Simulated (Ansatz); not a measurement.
**Zn: pressure against volume**

How stiff is Zn, and at what volume does the pressure vanish? The cell is scaled evenly, atoms carried along, and solved with LAPW, PAW and all-electron datasets made for the crystal.

This is Zn in the diamond structure; at room conditions it is hcp.

Program: Ansatz 0.2.0. Level of theory: DFT PBE, scalar-relativistic. These are calculated values, not measurements.

1 further run of the same task is left out (it didn't finish).

### Step 1. The system as given

Symmetry: Fd-3m, No. 227, cubic system. The conventional cell has a = 5.818 Å, b = 5.818 Å, c = 5.818 Å, α = 90.00°, β = 90.00°, γ = 90.00°. Zn (site symmetry -43m) has 4 Zn at 2.52 Å as nearest neighbours.

As a file:

```
Zn
1.0
     0.00000    2.90890    2.90890
     2.90890    0.00000    2.90890
     2.90890    2.90890    0.00000
Zn
2
Direct
  0.00000 0.00000 0.00000
  0.25000 0.25000 0.25000
```

The cell was relaxed by PAW from a hypothetical start (diamond type); it needn't be the stable phase of this composition.

Atoms are numbered in the order of the input: Zn1, Zn2.

### Step 2. Volume × 0.95, LAPW

input.yaml

```yaml
crystal:
  lattice:
    - [0.0, 2.8595864212, 2.8595864212]
    - [2.8595864212, 0.0, 2.8595864212]
    - [2.8595864212, 2.8595864212, 0.0]
  atoms:
    - { symbol: Zn, position: [0.0, 0.0, 0.0] }
    - { symbol: Zn, position: [0.25, 0.25, 0.25] }
kpoints:
  mp_grid: { grid: [11, 11, 11] }
scf:
  occupations: { method: fermi_dirac, width: 0.05 }
hamiltonian:
  xc: pbe
  pseudopotentials: { kind: all_electron, lapw: { basis_error: 0.00025 } }
output:
  forces: true
  stress: true
  eigenvalues: true
```

Run with:

```sh
$ ansatz run input.yaml --threads 1 --pin off --max-ram 2048MiB --backend cpu --events-out ev --progress --plain --runs-dir out
```

The log of the run, shortened:

```text
LAPW: plane waves up to 9.796 Å⁻¹, error target 2.5e-4 eV per atom; small_component_spin mean_spin; Zn in spheres of 1.238 Å, 20 of its electrons in bands, Dirac shells []
[...]
Pseudopotentials: kind: all_electron
Pseudopotential: Zn, LAPW, valence charge 20, Koelling and Harmon's equation, gaussian nucleus
Functional definition: PBE
[...]
Crystal: 2 atoms, lattice volume = 46.767 Å³
Basis set: ecut = 365.5821006291151 eV, 725 PW (Γ), exchange–correlation at level 2
Bands: 24, of which v1, the nominal top of the filled ones, is band 20 counted from 1 (19 counted from 0)
Symmetry: 48 space group operations
Space group: Fd-3m (ITA 227), of the structure as read, at distance tolerance 3.6e-5 Å
k-points: 56 of 1331
[...]
SCF iter   1: F=—  HF=-97745.220678 eV  |F-HF|=—  |Δ(HF+E_count)|=         —  Δρ=1.28e-2  dr2=7.04e-2  ethr=1.75e-4  ⟨swp⟩=3.0  Hψ=8774  notcnv=0
[...]
SCF iter   6: F=-97745.095389 eV  HF=-97745.095390 eV  |F-HF|=2.73e-8  |Δ(HF+E_count)|=   2.97e-6  Δρ=3.67e-6  dr2=5.71e-9  ethr=3.34e-9  ⟨swp⟩=3.0  Hψ=4115  notcnv=0
[...]
SCF converged after 6 iterations
Free energy (F): -97745.095389 eV
[...]
E sigma→0 (E₀):  -97745.092239 eV
Entropy (-TS):   -0.006302 eV (-3.151 meV/atom)
Fermi energy:    7.496361 eV
[...]
--- Forces (eV/Å), atoms counted from 1 ---
  atom   1  Zn    -0.00000000     0.00000000     0.00000000
  atom   2  Zn    -0.00000000    -0.00000000    -0.00000000
[...]
--- Stress (GPa, compression-positive) ---
        1.553681       0.000000      -0.000000
        0.000000       1.553681      -0.000000
       -0.000000      -0.000000       1.553681
  P = ⅓ Tr σ = 1.5537 GPa (15.537 kbar)
--- Band table (eV; the first three rows and the last of 56) ---
  k-point 0: bands = ["-118.7583", "-118.7502", "-72.9254", "-72.9254", "-72.9254", "-72.8985", "-72.8985", "-72.8985", "-0.2956", "-0.1027", "-0.1027", "-0.1027", "-0.0599", "-0.0599", "0.5432", "0.5432", "0.5432", "0.7648", "0.7648", "12.9206", "12.9206", "12.9206", "14.3774", "14.3774"]
[...]
```

It took 21 s on 1 thread of Arm Neoverse V1, shared host; peak memory 0.41 GiB.

In short: pressure 1.55 GPa; no gap.

### Step 3. Volume × 0.95, PAW

Changes to input.yaml since step 2:

```diff
@@ -14,3 +14,3 @@
   xc: pbe
-  pseudopotentials: { kind: all_electron, lapw: { basis_error: 0.00025 } }
+  pseudopotentials: { kind: paw }
 output:
@@ -19 +19,2 @@
   eigenvalues: true
+  efg: { contact_densities: true }
```

Run with:

```sh
$ ansatz run input.yaml --threads 1 --pin off --max-ram 2048MiB --backend cpu --events-out ev --progress --plain --runs-dir out
```

The log of the run, shortened:

```text
[...]
Pseudopotentials: kind: paw
Pseudopotential: Zn, paw, valence charge 12, recommended cutoff 420 eV (normal)
Functional definition: PBE
[...]
Crystal: 2 atoms, lattice volume = 46.767 Å³
Basis set: ecut = 420 eV, 941 PW (Γ), exchange–correlation on 60×60×60 points (8 copies of the dense FFT grid, shifted against one another)
Bands: 16, of which v1, the nominal top of the filled ones, is band 12 counted from 1 (11 counted from 0)
Symmetry: 48 space group operations
Space group: Fd-3m (ITA 227), of the structure as read, at distance tolerance 3.6e-5 Å
k-points: 56 of 1331
[...]
SCF iter   1: F=—  HF=-6637.114196 eV  |F-HF|=—  |Δ(HF+E_count)|=         —  Δρ=2.57e-3  dr2=1.79e-3  ethr=1.77e-3  ⟨swp⟩=5.9  Hψ=4405  notcnv=0
[...]
  atom   1  Zn    -0.00000000     0.00000000     0.00000000
  atom   2  Zn    -0.00000000     0.00000000     0.00000000
[...]
--- Stress (GPa, compression-positive) ---
        1.555384       0.000000      -0.000000
        0.000000       1.555384       0.000000
        0.000000      -0.000000       1.555384
  P = ⅓ Tr σ = 1.5554 GPa (15.554 kbar)
--- PAW observables at the nuclei: V_zz in 10²¹ V/m², potentials from the cell's mean, atoms counted from 1 ---
  atom   1  Zn V_zz =    +0.000000   η = 0.0000   by run symmetry: forbidden
            electrostatic potential = -3940.287577 V   contact ρ = 166637.071155 e/Å³
  atom   2  Zn V_zz =    +0.000000   η = 0.0000   by run symmetry: forbidden
            electrostatic potential = -3940.287577 V   contact ρ = 166637.071155 e/Å³
--- Band table (eV; the first three rows and the last of 56) ---
  k-point 0: bands = ["-2.1369", "-1.9512", "-1.9512", "-1.9512", "-1.9079", "-1.9079", "-1.3057", "-1.3057", "-1.3057", "-1.0840", "-1.0840", "11.0808", "11.0808", "11.0808", "12.5372", "12.5372"]
[...]
```

It took 3.3 s on 1 thread of Arm Neoverse V1, shared host; peak memory 0.35 GiB.

This run gives: pressure 1.56 GPa; no gap.

### Step 4. Volume × 0.95, crystal datasets

Changes to input.yaml since step 3:

```diff
@@ -14,3 +14,3 @@
   xc: pbe
-  pseudopotentials: { kind: paw }
+  pseudopotentials: { kind: all_electron, datasets: crystal }
 output:
```

Run with:

```sh
$ ansatz run input.yaml --threads 1 --pin off --max-ram 2048MiB --backend cpu --events-out ev --progress --plain --runs-dir out
```

The log of the run, shortened:

```text
[...]
Pseudopotentials: kind: all_electron
Pseudopotential: Zn, paw, valence charge 12, recommended cutoff 300 eV (normal), Koelling and Harmon's equation, gaussian nucleus
Functional definition: PBE
[...]
Crystal: 2 atoms, lattice volume = 46.767 Å³
Basis set: ecut = 300 eV, 537 PW (Γ), exchange–correlation on 48×48×48 points (8 copies of the dense FFT grid, shifted against one another)
Bands: 16, of which v1, the nominal top of the filled ones, is band 12 counted from 1 (11 counted from 0)
Symmetry: 48 space group operations
Space group: Fd-3m (ITA 227), of the structure as read, at distance tolerance 3.6e-5 Å
k-points: 56 of 1331
[...]
SCF iter   1: F=—  HF=-97745.205712 eV  |F-HF|=—  |Δ(HF+E_count)|=         —  Δρ=2.65e-2  dr2=3.35e-1  ethr=1.54e-3  ⟨swp⟩=3.8  Hψ=4938  notcnv=1
[...]
--- Forces (eV/Å), atoms counted from 1 ---
  atom   1  Zn    -0.00000000     0.00000000     0.00000000
  atom   2  Zn     0.00000000     0.00000000     0.00000000
[...]
--- Stress (GPa, compression-positive) ---
        1.555499      -0.000000      -0.000000
        0.000000       1.555499       0.000000
       -0.000000       0.000000       1.555499
  P = ⅓ Tr σ = 1.5555 GPa (15.555 kbar)
--- PAW observables at the nuclei: V_zz in 10²¹ V/m², potentials from the cell's mean, atoms counted from 1 ---
  atom   1  Zn V_zz =    +0.000000   η = 0.0000   by run symmetry: forbidden
            electrostatic potential = -3940.340939 V   contact ρ = 166708.501041 e/Å³
  atom   2  Zn V_zz =    +0.000000   η = 0.0000   by run symmetry: forbidden
            electrostatic potential = -3940.340939 V   contact ρ = 166708.501041 e/Å³
--- Band table (eV; the first three rows and the last of 56) ---
  k-point 0: bands = ["-0.2955", "-0.1025", "-0.1025", "-0.1025", "-0.0597", "-0.0597", "0.5434", "0.5434", "0.5434", "0.7650", "0.7650", "12.9207", "12.9207", "12.9207", "14.3775"]
[...]
```

It took 7.6 s on 1 thread of Arm Neoverse V1, shared host; peak memory 0.39 GiB.

Read from it: pressure 1.56 GPa; no gap.

### Step 5. Volume × 0.975, LAPW

input.yaml

```yaml
crystal:
  lattice:
    - [0.0, 2.8844536383, 2.8844536383]
    - [2.8844536383, 0.0, 2.8844536383]
    - [2.8844536383, 2.8844536383, 0.0]
  atoms:
    - { symbol: Zn, position: [0.0, 0.0, 0.0] }
    - { symbol: Zn, position: [0.25, 0.25, 0.25] }
kpoints:
  mp_grid: { grid: [11, 11, 11] }
scf:
  occupations: { method: fermi_dirac, width: 0.05 }
hamiltonian:
  xc: pbe
  pseudopotentials: { kind: all_electron, lapw: { basis_error: 0.00025 } }
output:
  forces: true
  stress: true
  eigenvalues: true
```

Run with:

```sh
$ ansatz run input.yaml --threads 1 --pin off --max-ram 2048MiB --backend cpu --events-out ev --progress --plain --runs-dir out
```

The log of the run, shortened:

```text
LAPW: plane waves up to 9.697 Å⁻¹, error target 2.5e-4 eV per atom; small_component_spin mean_spin; Zn in spheres of 1.249 Å, 20 of its electrons in bands, Dirac shells []
[...]
Pseudopotentials: kind: all_electron
Pseudopotential: Zn, LAPW, valence charge 20, Koelling and Harmon's equation, gaussian nucleus
Functional definition: PBE
[...]
Crystal: 2 atoms, lattice volume = 47.998 Å³
Basis set: ecut = 358.2360481847886 eV, 725 PW (Γ), exchange–correlation at level 2
Bands: 24, of which v1, the nominal top of the filled ones, is band 20 counted from 1 (19 counted from 0)
Symmetry: 48 space group operations
Space group: Fd-3m (ITA 227), of the structure as read, at distance tolerance 3.6e-5 Å
k-points: 56 of 1331
[...]
SCF iter   1: F=—  HF=-97745.221308 eV  |F-HF|=—  |Δ(HF+E_count)|=         —  Δρ=1.23e-2  dr2=6.70e-2  ethr=1.67e-4  ⟨swp⟩=3.0  Hψ=8773  notcnv=0
[...]
SCF iter   6: F=-97745.104098 eV  HF=-97745.104098 eV  |F-HF|=4.03e-9  |Δ(HF+E_count)|=   1.89e-6  Δρ=3.13e-6  dr2=3.02e-9  ethr=1.69e-9  ⟨swp⟩=3.0  Hψ=4390  notcnv=0
[...]
SCF converged after 6 iterations
Free energy (F): -97745.104098 eV
[...]
E sigma→0 (E₀):  -97745.100841 eV
Entropy (-TS):   -0.006514 eV (-3.257 meV/atom)
Fermi energy:    7.217461 eV
[...]
--- Forces (eV/Å), atoms counted from 1 ---
  atom   1  Zn     0.00000000     0.00000000    -0.00000000
  atom   2  Zn    -0.00000000    -0.00000000     0.00000000
[...]
--- Stress (GPa, compression-positive) ---
        0.733006       0.000000       0.000000
        0.000000       0.733006      -0.000000
        0.000000      -0.000000       0.733006
  P = ⅓ Tr σ = 0.7330 GPa (7.330 kbar)
--- Band table (eV; the first three rows and the last of 56) ---
  k-point 0: bands = ["-119.0110", "-119.0039", "-73.1777", "-73.1777", "-73.1777", "-73.1534", "-73.1534", "-73.1534", "-0.4528", "-0.3354", "-0.3354", "-0.3354", "-0.2938", "-0.2938", "0.2831", "0.2831", "0.2831", "0.4914", "0.4914", "12.5187", "12.5187", "12.5187", "13.9841", "13.9841"]
[...]
```

Run time: 21 s. Hardware: 1 thread of Arm Neoverse V1, shared host; peak memory 0.41 GiB.

Read from it: pressure 0.73 GPa; no gap.

### Step 6. Volume × 0.975, PAW

Changes to input.yaml since step 5:

```diff
@@ -14,3 +14,3 @@
   xc: pbe
-  pseudopotentials: { kind: all_electron, lapw: { basis_error: 0.00025 } }
+  pseudopotentials: { kind: paw }
 output:
@@ -19 +19,2 @@
   eigenvalues: true
+  efg: { contact_densities: true }
```

Run with:

```sh
$ ansatz run input.yaml --threads 1 --pin off --max-ram 2048MiB --backend cpu --events-out ev --progress --plain --runs-dir out
```

The log of the run, shortened:

```text
[...]
Pseudopotentials: kind: paw
Pseudopotential: Zn, paw, valence charge 12, recommended cutoff 420 eV (normal)
Functional definition: PBE
[...]
Crystal: 2 atoms, lattice volume = 47.998 Å³
Basis set: ecut = 420 eV, 941 PW (Γ), exchange–correlation on 60×60×60 points (8 copies of the dense FFT grid, shifted against one another)
Bands: 16, of which v1, the nominal top of the filled ones, is band 12 counted from 1 (11 counted from 0)
Symmetry: 48 space group operations
Space group: Fd-3m (ITA 227), of the structure as read, at distance tolerance 3.6e-5 Å
k-points: 56 of 1331
[...]
SCF iter   1: F=—  HF=-6637.122913 eV  |F-HF|=—  |Δ(HF+E_count)|=         —  Δρ=2.55e-3  dr2=1.77e-3  ethr=1.77e-3  ⟨swp⟩=5.8  Hψ=4373  notcnv=0
[...]
--- Forces (eV/Å), atoms counted from 1 ---
  atom   1  Zn    -0.00000000    -0.00000000     0.00000000
  atom   2  Zn    -0.00000000     0.00000000    -0.00000000
[...]
--- Stress (GPa, compression-positive) ---
        0.735388      -0.000000       0.000000
       -0.000000       0.735388      -0.000000
        0.000000       0.000000       0.735388
  P = ⅓ Tr σ = 0.7354 GPa (7.354 kbar)
--- PAW observables at the nuclei: V_zz in 10²¹ V/m², potentials from the cell's mean, atoms counted from 1 ---
  atom   1  Zn V_zz =    +0.000000   η = 0.0000   by run symmetry: forbidden
            electrostatic potential = -3940.028236 V   contact ρ = 166636.903895 e/Å³
  atom   2  Zn V_zz =    +0.000000   η = 0.0000   by run symmetry: forbidden
            electrostatic potential = -3940.028236 V   contact ρ = 166636.903895 e/Å³
--- Band table (eV; the first three rows and the last of 56) ---
  k-point 0: bands = ["-2.2474", "-2.1371", "-2.1371", "-2.1371", "-2.0950", "-2.0950", "-1.5190", "-1.5190", "-1.5190", "-1.3107", "-1.3107", "10.7257", "10.7257", "10.7257", "12.1909", "12.1909"]
[...]
```

Run time: 3.4 s. Hardware: 1 thread of Arm Neoverse V1, shared host; peak memory 0.35 GiB.

This run gives: pressure 0.74 GPa; no gap.

(Part 1 of 2 ends here.)
